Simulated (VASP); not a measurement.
Input of a VASP 6.6.1 run:

The input INCAR:

```
ALGO     = Normal         # electronic algorithm
EDIFF    = 1E-7           # SCF threshold, eV
EDIFFG   = -0.005         # ionic threshold
ENCUT    = 600            # plane-wave cutoff, eV
GGA      = PS             # functional
IBRION   = 2              # ionic algorithm
ISIF     = 3              # what is computed and relaxed
ISMEAR   = 1              # smearing method
LASPH    = True           # aspherical terms in the spheres
LCHARG   = False          # write CHGCAR
LREAL    = False          # projectors in reciprocal space
LWAVE    = False          # write WAVECAR
NELM     = 80             # most SCF steps
NSW      = 90             # ionic steps
PREC     = Accurate       # precision mode
SIGMA    = 0.1            # smearing width, eV
```

File KPOINTS:

```
k-points
0
Gamma
  14 14 14
```

The input POSCAR:

```
ZrN                                     
1.0
    0.0000000000      2.2773051180      2.2773051180
    2.2773051180      0.0000000000      2.2773051180
    2.2773051180      2.2773051180      0.0000000000
  Zr              N             
     1     1
Direct
     0.0000000000000000    0.0000000000000000    0.0000000000000000
     0.5000000000000000    0.5000000000000000    0.5000000000000000
```

Potentials or basis: VASP PAW PBE potentials, release 64 (Zr_sv, N).

Launch:

```bash
$ cat potpaw_PBE.64/Zr_sv/POTCAR potpaw_PBE.64/N/POTCAR > POTCAR
$ mpirun -np 1 vasp_std > vasp.out
```

(1) Estimate the relaxed volume.

(2) Predict the band gap on the k mesh.

(3) Predict the space group after relaxing (to 0.05 Å).

(4) What does it give for the relaxed cell?

Results:

(1) 11.80 Å³/atom.

(2) none (metal or under the smearing width).

(3) Fm-3m (No. 225).

(4) a = 3.220 Å, b = 3.220 Å, c = 3.220 Å, α = 60.00°, β = 60.00°, γ = 60.00°.

Caveat: the PAW data sets were made with another functional, which shifts forces and pressure a little.
